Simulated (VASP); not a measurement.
All values below come from LDA (Ceperley-Alder, Perdew-Zunger), VASP's LDA PAW potentials (set 64) (plane waves; VASP).

Input for VASP

### KPOINTS
```
Automatic mesh
0
Gamma
6 6 6
0 0 0
```

**INCAR**
```
SYSTEM  =  CsBr
PREC  =  Accurate; ENCUT  =  400; LREAL  =  .False.
LASPH  =  .True.
EDIFF  =  1E-6; NELM  =  100; ALGO  =  Normal
LMAXMIX  =  4
ISMEAR  =  0; SIGMA  =  0.05
IBRION  =  2; NSW  =  60; ISIF  =  3
EDIFFG  =  -0.01
LWAVE  =  .False.; LCHARG  =  .False.
```

### POSCAR
```
CsBr
1.0
  4.2900000000   0.0000000000   0.0000000000
  0.0000000000   4.2900000000   0.0000000000
  0.0000000000   0.0000000000   4.2900000000
Cs Br
1 1
Direct
  0.0000000000   0.0000000000   0.0000000000
  0.5000000000   0.5000000000   0.5000000000
```

POTCAR, in this order: Cs_sv Br (LDA.64 set). Program: vasp_std.

Output of the run:

**OUTCAR**
```
 ion  position               nearest neighbor table
   1  0.000  0.000  0.000-
   2  0.500  0.500  0.500-
  LATTYP: Found a simple cubic cell.
 ALAT       =     4.2900000000
 Subroutine PRICEL returns:
 Original cell was already a primitive cell.
 Subroutine GETGRP returns: Found 48 space group operations
The static configuration has the point symmetry O_h .
The dynamic configuration has the point symmetry O_h .
 Subroutine INISYM returns: Found 48 space group operations
 Subroutine IBZKPT returns following result:
 Found     20 irreducible k-points:

 Following reciprocal coordinates:
            Coordinates               Weight
  0.000000  0.000000  0.000000      1.000000
  0.166667  0.000000  0.000000      6.000000
  0.333333  0.000000  0.000000      6.000000
  0.500000  0.000000  0.000000      3.000000
  0.166667  0.166667  0.000000     12.000000
  0.333333  0.166667  0.000000     24.000000
  0.500000  0.166667  0.000000     12.000000
  0.333333  0.333333  0.000000     12.000000
  0.500000  0.333333  0.000000     12.000000
  0.500000  0.500000  0.000000      3.000000
  0.166667  0.166667  0.166667      8.000000
  0.333333  0.166667  0.166667     24.000000
  0.500000  0.166667  0.166667     12.000000
  0.333333  0.333333  0.166667     24.000000
  0.500000  0.333333  0.166667     24.000000
  0.500000  0.500000  0.166667      6.000000
  0.333333  0.333333  0.333333      8.000000
  0.500000  0.333333  0.333333     12.000000
  0.500000  0.500000  0.333333      6.000000
  0.500000  0.500000  0.500000      1.000000
   k-points           NKPTS =     20   k-points in BZ     NKDIM =     20   number of bands    NBANDS=     12
   number of dos      NEDOS =    301   number of ions     NIONS =      2
   total plane-waves  NPLWV =  21952
   dimension x,y,z NGX =    28 NGY =   28 NGZ =   28
...
```

### OSZICAR
```
       N       E                     dE             d eps       ncg     rms          rms(c)
DAV:   1     0.809661083890E+02    0.80966E+02   -0.56924E+03   480   0.924E+02
DAV:   2    -0.147804532811E+01   -0.82444E+02   -0.77605E+02   712   0.166E+02
DAV:   3    -0.696249990604E+01   -0.54845E+01   -0.54693E+01   592   0.484E+01
DAV:   4    -0.701268937642E+01   -0.50189E-01   -0.50171E-01   560   0.568E+00
DAV:   5    -0.701313712930E+01   -0.44775E-03   -0.44770E-03   596   0.522E-01    0.171E+00
DAV:   6    -0.679508506781E+01    0.21805E+00   -0.33182E-01   520   0.291E+00    0.105E+00
DAV:   7    -0.675344079609E+01    0.41644E-01   -0.13581E-01   596   0.187E+00    0.514E-01
DAV:   8    -0.675026314425E+01    0.31777E-02   -0.74435E-03   564   0.568E-01    0.804E-02
DAV:   9    -0.675007448819E+01    0.18866E-03   -0.12397E-03   636   0.199E-01    0.672E-02
DAV:  10    -0.675007673256E+01   -0.22444E-05   -0.82374E-05   532   0.650E-02    0.109E-02
DAV:  11    -0.675007906156E+01   -0.23290E-05   -0.11989E-05   600   0.195E-02    0.354E-03
DAV:  12    -0.675007891135E+01    0.15021E-06   -0.40670E-06   544   0.115E-02
   1 F= -.67500789E+01 E0= -.67500789E+01  d E =-.675008E+01
       N       E                     dE             d eps       ncg     rms          rms(c)
DAV:   1    -0.712664441961E+01   -0.37657E+00   -0.64224E+00   480   0.164E+01    0.269E+00
DAV:   2    -0.684855270936E+01    0.27809E+00   -0.42810E-01   488   0.382E+00    0.106E+00
DAV:   3    -0.678874738868E+01    0.59805E-01   -0.18787E-01   488   0.256E+00    0.415E-01
DAV:   4    -0.678655546257E+01    0.21919E-02   -0.56808E-03   516   0.504E-01    0.143E-01
DAV:   5    -0.678641044585E+01    0.14502E-03   -0.53492E-04   548   0.152E-01    0.675E-02
DAV:   6    -0.678639617133E+01    0.14275E-04   -0.40606E-05   536   0.434E-02    0.114E-02
DAV:   7    -0.678639536274E+01    0.80859E-06   -0.39025E-06   536   0.112E-02
   2 F= -.67863954E+01 E0= -.67863954E+01  d E =-.363165E-01
       N       E                     dE             d eps       ncg     rms          rms(c)
DAV:   1    -0.693158464552E+01   -0.14519E+00   -0.25922E+00   480   0.104E+01    0.170E+00
DAV:   2    -0.681999625835E+01    0.11159E+00   -0.16963E-01   496   0.243E+00    0.681E-01
DAV:   3    -0.679544026114E+01    0.24556E-01   -0.77449E-02   480   0.165E+00    0.262E-01
DAV:   4    -0.679460794024E+01    0.83232E-03   -0.22406E-03   508   0.319E-01    0.897E-02
DAV:   5    -0.679455190763E+01    0.56033E-04   -0.23625E-04   564   0.101E-01    0.431E-02
DAV:   6    -0.679454503244E+01    0.68752E-05   -0.18081E-05   520   0.288E-02    0.805E-03
DAV:   7    -0.679454473610E+01    0.29633E-06   -0.15370E-06   436   0.720E-03
   3 F= -.67945447E+01 E0= -.67945447E+01  d E =-.444658E-01
       N       E                     dE             d eps       ncg     rms          rms(c)
DAV:   1    -0.679640484638E+01   -0.18598E-02   -0.33439E-02   484   0.117E+00    0.192E-01
DAV:   2    -0.679496378666E+01    0.14411E-02   -0.22023E-03   488   0.277E-01    0.773E-02
DAV:   3    -0.679464432031E+01    0.31947E-03   -0.10013E-03   484   0.188E-01    0.299E-02
DAV:   4    -0.679463363244E+01    0.10688E-04   -0.29069E-05   512   0.363E-02    0.102E-02
DAV:   5    -0.679463293577E+01    0.69667E-06   -0.31520E-06   524   0.115E-02
   4 F= -.67946329E+01 E0= -.67946329E+01  d E =-.445540E-01
```

**OUTCAR**
```
------------------------ aborting loop because EDIFF is reached ----------------------------------------
  FORCE on cell =-STRESS in cart. coord.  units (eV):
  Direction    XX          YY          ZZ          XY          YZ          ZX
  --------------------------------------------------------------------------------------
  Total        0.0061054      0.0061054      0.0061054      0.0000000      0.0000000      0.0000000
  in kB        0.1373026      0.1373026      0.1373026      0.0000000      0.0000000      0.0000000
  external PRESSURE =       0.1373026 kB  Pullay stress =       0.0000000 kB
  volume of cell :       71.24
      direct lattice vectors                 reciprocal lattice vectors
     4.145537052  0.000000000 -0.000000000     0.241223269 -0.000000000 -0.000000000
     0.000000000  4.145537052  0.000000000     0.000000000  0.241223269  0.000000000
     0.000000000 -0.000000000  4.145537052     0.000000000 -0.000000000  0.241223269
 POSITION                                       TOTAL-FORCE (eV/Angst)
 -----------------------------------------------------------------------------------
      0.00000      0.00000      0.00000        -0.000000      0.000000      0.000000
      2.07277      2.07277      2.07277         0.000000     -0.000000      0.000000
 -----------------------------------------------------------------------------------
    total drift:                                0.000000      0.000000      0.000000
  FREE ENERGIE OF THE ION-ELECTRON SYSTEM (eV)
  ---------------------------------------------------
  free  energy   TOTEN  =        -6.7946329358 eV

  energy  without entropy=       -6.7946329358  energy(sigma->0) =       -6.79463294

 reached required accuracy - stopping structural energy minimisation
```
(Selected blocks of OUTCAR.)

File CONTCAR:
```
CsBr
   1.00000000000000
     4.1455370520020907    0.0000000000000000   -0.0000000000000000
     0.0000000000000000    4.1455370520020907    0.0000000000000000
     0.0000000000000000   -0.0000000000000000    4.1455370520020907
  Cs              Br
     1     1
Direct
     0.0000000000000000    0.0000000000000000    0.0000000000000000
     0.5000000000000000    0.5000000000000000    0.5000000000000000
```

Energy and stress use the plane-wave basis of the starting cell.

The compound is CsBr in the CsCl type structure. This run relaxes it. Symmetry was kept, so distortions that lower it aren't found.
